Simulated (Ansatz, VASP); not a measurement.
One calculation of InSb3, two programs

INCAR

```
SYSTEM = InSb3
PREC = Accurate
ENCUT = 520
EDIFF = 1E-6
ISMEAR = 0
SIGMA = 0.1
LREAL = .False.
LASPH = .True.
NELM = 100
ALGO = Normal
ISIF = 2
LWAVE = .False.
LCHARG = .True.
GGA = PE
LELF = .True.
LVHAR = .True.
NBANDS = 22
```

Contents of KPOINTS:

```
Automatic mesh
0
Gamma
  10 10 10
  0 0 0
```

The input POSCAR:

```
InSb3
1.0
    4.6718367877      0.0000000000      0.0000000000
    0.0000000000      4.6718367877      0.0000000000
    0.0000000000      0.0000000000      4.6718367877
In Sb
1 3
Direct
    0.0000000000      0.0000000000      0.0000000000
    0.5000000000      0.0000000000      0.5000000000
    0.0000000000      0.5000000000      0.5000000000
    0.5000000000      0.5000000000      0.0000000000
```

Input for Ansatz:

```yaml
crystal:
  lattice:
    - [4.6718367877, 0.0, 0.0]
    - [0.0, 4.6718367877, 0.0]
    - [0.0, 0.0, 4.6718367877]
  atoms:
    - { symbol: In, position: [0.0, 0.0, 0.0] }
    - { symbol: Sb, position: [0.5, 0.0, 0.5] }
    - { symbol: Sb, position: [0.0, 0.5, 0.5] }
    - { symbol: Sb, position: [0.5, 0.5, 0.0] }
basis:
  ecutwfc: 420
kpoints:
  mp_grid: { grid: [10, 10, 10] }
hamiltonian:
  xc: pbe
scf:
  occupations: { method: gaussian, width: 0.1 }
output:
  forces: true
  stress: true
  eigenvalues: true
```

Alike in both runs: task single point; functional PBE; k mesh 10 × 10 × 10; occupations gaussian, width 0.1 eV; no spin polarisation.

|  | VASP | Ansatz |
| --- | --- | --- |
| version | VASP 6.6.1 | Ansatz 0.2.0 |
| potentials or method | VASP PAW PBE potentials, release 64 (In_d, Sb) | scalar-relativistic, plane waves, PAW |
| plane-wave cutoff (eV) | 520 | 420 |
| valence electrons in the cell | 28 | 58 |

|  | VASP | Ansatz | Ansatz less VASP |
| --- | --- | --- | --- |
| gap on the k mesh at the Fermi level (eV) | none | none | - |
| pressure (GPa) | 5.6 | 5.6 | +0.08 |

A gap of «none» marks a metal or a gap that the smearing closes. The two sets of potentials don't hold the same shells in valence.

Spin-orbit coupling is left out, which matters for the levels of Sb.
